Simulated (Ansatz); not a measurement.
**LiF (NiAs type): the dielectric function from several functionals**

How does LiF (NiAs type) absorb light if electrons and holes don't interact? The runs, in order: HSE06 for the gap; optics with PBE on 9×9×4; optics with r2SCAN on 9×9×4; optics with PBE and scissors to the HSE06 gap on 9×9×4.

Program: Ansatz 0.2.0. Level of theory: plane waves, PAW; no local fields, no excitons. These are calculated values, not measurements.

### 1 The system as given

It takes space group P6_3/mmc (No. 194, hexagonal). The conventional cell has a = 2.776 Å, b = 2.776 Å, c = 4.783 Å, α = 90.00°, β = 90.00°, γ = 120.00°. Around Li (site symmetry -3m) lie 6 F at 2.00 Å. F (site symmetry -6m2) is surrounded by 6 Li at 2.00 Å.

As a file:

```cif
data_structure
_symmetry_space_group_name_H-M 'P6_3/mmc'
_symmetry_Int_Tables_number 194
_cell_length_a 2.7757
_cell_length_b 2.7757
_cell_length_c 4.7827
_cell_angle_alpha 90.000
_cell_angle_beta 90.000
_cell_angle_gamma 120.000
_cell_volume 31.91
loop_
_atom_site_label
_atom_site_type_symbol
_atom_site_symmetry_multiplicity
_atom_site_Wyckoff_symbol
_atom_site_fract_x
_atom_site_fract_y
_atom_site_fract_z
_atom_site_occupancy
Li1 Li 2 a 0.00000 0.00000 0.00000 1
F1 F 2 c 0.33333 0.66667 0.25000 1
```

Cell and atoms come from an earlier r2SCAN relaxation.

### 2 A hybrid for the gap

input.yaml

```yaml
crystal:
  lattice:
    - [2.7757075659, 0.0, 0.0]
    - [-1.3878537829, 2.4038332655, 0.0]
    - [0.0, 0.0, 4.782693844]
  atoms:
    - { symbol: Li, position: [0.0, 0.0, 0.0] }
    - { symbol: Li, position: [0.0, 0.0, 0.5] }
    - { symbol: F, position: [0.3333333333, 0.6666666667, 0.25] }
    - { symbol: F, position: [0.6666666667, 0.3333333333, 0.75] }
kpoints:
  mp_grid: { grid: [6, 6, 4] }
  band_path:
    path:
      - [0.0, 0.0, 0.0]
      - [0.5, 0.0, 0.0]
      - [0.3333333333, 0.3333333333, 0.0]
      - [0.0, 0.0, 0.5]
      - [0.5, 0.0, 0.5]
      - [0.3333333333, 0.3333333333, 0.5]
      - [-0.020833, 0.0, 0.0]
    npoints: 1
hamiltonian:
  xc: hse06
scf:
  occupations: { method: fixed }
  n_extra_bands: 5
output:
  forces: true
  stress: true
  eigenvalues: true
```

Launch:

```
ansatz run input.yaml --threads 4 --pin off --max-ram 3686MiB --backend cpu --events-out ev --progress --plain --runs-dir out
```

After this run come: Optics, PBE; Optics, r2SCAN; Optics, PBE with a scissors shift.

**Question.** What will the summary of the whole plan be? Wanted: ε∞, PBE; ε∞, r2SCAN; tallest peak of ε₂, PBE; tallest peak of ε₂, r2SCAN; HSE06 direct gap.

**Answer**, as computed:

| quantity | value |
| --- | --- |
| ε∞, PBE | 2.08 (xx, yy), 2.11 (zz) |
| ε∞, r2SCAN | 1.97 (xx, yy), 2.00 (zz) |
| ε∞, PBE + 2.32 eV scissors | 1.96 (xx, yy), 1.98 (zz) |
| tallest peak of ε₂, PBE | 2.8 at 17.35 eV |
| tallest peak of ε₂, r2SCAN | 2.8 at 18.60 eV |
| tallest peak of ε₂, PBE + 2.32 eV scissors | 2.8 at 19.65 eV |
| HSE06 direct gap | 11.54 eV |

PBE + 2.32 eV scissors has the widest direct gap (11.54 eV) and PBE the narrowest (9.22 eV); ε∞ is 1.96 and 2.09 (mean of the axes): a wider gap screens less. The response is anisotropic: with PBE ε∞ is 2.08 (xx, yy), 2.11 (zz). Local fields and excitons are left out: both change ε∞, and without excitons the onset lacks its lines.
